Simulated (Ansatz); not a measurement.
A distorted cell of LiI (rock salt):

```
CELL_PARAMETERS angstrom
      0.00000     2.92703     2.92703
      2.92703     0.00000     2.92703
      2.92703     2.92703     0.00000
ATOMIC_POSITIONS crystal
  I  0.00000 0.00000 0.00000
  Li 0.50000 0.50000 0.50000
```

Level of theory: PBE (plane waves to 420 eV, PAW, scalar-relativistic; Ansatz, an electronic-structure program). k mesh 10×10×10 (Γ-centred), Fermi-Dirac smearing 0.05 eV. Energies are smeared free energies. Stress and pressure are positive under compression. LiI was relaxed with its symmetry unable to fall. Spin-orbit coupling is left out, though I is heavy.

Q: What is the stress tensor (GPa)?

A: 
```
   1.99     0.00     0.00
   0.00     1.99     0.00
   0.00     0.00     1.99
```
The pressure, a third of the trace, is 1.99 GPa.

Q: It is the relaxed cell scaled evenly to V/V₀ = 0.920, atoms relaxed where free. What is its energy relative to the relaxed cell?

A: 12.6 meV/atom.

(Under strain, the slope of the energy per volume gives the stress and its curvature an elastic modulus.)
